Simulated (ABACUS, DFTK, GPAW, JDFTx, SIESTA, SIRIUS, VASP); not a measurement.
InAs: programs and potentials compared

```xyz
2
Lattice="0.0000 3.0180 3.0180 3.0180 0.0000 3.0180 3.0180 3.0180 0.0000" Properties=species:S:1:pos:R:3 pbc="T T T"
In    0.0000    0.0000    0.0000
As    4.5270    4.5270    4.5270
```

Alike in all runs: task single point; functional PBEsol; k mesh 8 × 8 × 8; occupations fermi-dirac, width 0.05 eV; no spin polarisation; no spin-orbit coupling. Pressure is positive in compression and, in plane waves, holds the error of the finite cutoff.

```tsv
program and potentials	plane-wave cutoff (eV)	notes	band gap (eV)	pressure (GPa)
JDFTx, PseudoDojo-SR-PBEsol-0.4.1-standard with smoothed tails	1143	14 valence electrons an atom on average	no gap	1.62
ABACUS, PseudoDojo NC SR 0.4.1 PBEsol standard, plane waves	1143	14 valence electrons an atom on average	no gap	1.61
DFTK, PseudoDojo SR PBEsol 0.4.1 standard (PBEsol)	1143	14 valence electrons an atom on average	no gap	1.61
GPAW, PAW data sets generated for this functional	600	9 valence electrons an atom on average	no gap	1.31
VASP, PBE PAW files As, In_d, 520 eV	520	potentials made for PBE; 9 valence electrons an atom on average	no gap	1.61
SIESTA, files PseudoDojo sr-pbesol-0.4.1-standard, DZP (energy shift 0.003 Ry; two zetas on semicore shells)	-	atomic basis; 14 valence electrons an atom on average	no gap	1.71
SIRIUS, PseudoDojo 0.4.1 PBEsol standard (scalar relativistic)	1152	14 valence electrons an atom on average	?	?
```

Question: Estimate from the other rows what the run with SIRIUS, PseudoDojo 0.4.1 PBEsol standard (scalar relativistic) gave.

Answer: Band gap 0.00 eV; pressure 1.62 GPa. The other rows, which needn't bracket it: pressure 1.31 to 1.71.
